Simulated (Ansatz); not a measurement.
Crystal: Ge, fcc type, 1 atom in the cell.

All numbers below come from PBE, plane waves, PAW datasets (generated soft set 1) (Ansatz 0.2.0 development build).

Cutoff 420 eV; k-mesh 15×15×15 Γ-centred; Fermi–Dirac smearing of 0.0612 eV; no spin polarisation.

```csv
V (Å³/atom),a (Å),E − E(min) (meV/atom),P (GPa)
18.434,4.1934,16.63,4.60
18.827,4.2229,7.40,2.97
19.219,4.2520,1.96,1.49
19.611,4.2808,0.00,0.13
20.003,4.3091,1.21,-1.10
20.395,4.3371,5.30,-2.22
20.788,4.3647,11.99,-3.23
```

(1) Fit a third-order Birch–Murnaghan equation of state to the energies.

Answers

(1) V₀ = 19.652 Å³/atom (a₀ = 4.284 Å), B₀ = 64.0 GPa, B₀′ = 3.73.

The published all-electron PBE values for this crystal (mean of FLEUR and WIEN2k, k-spacing 0.06 Å⁻¹; Bosoni et al., Nat. Rev. Phys. 6, 45 (2024)) are V₀ = 19.583 Å³/atom, B₀ = 62.9 GPa, B₀′ = 4.33. This run's mesh is coarser (spacing 0.17 Å⁻¹), so part of any difference comes from k-sampling.

The stress includes the program's correction for the finite plane-wave basis.

This cubic structure is a model: it isn't the usual form of the substance at ambient conditions, and such phases are metastable or hypothetical. The k-mesh is modest, so these values aren't fully converged in k.
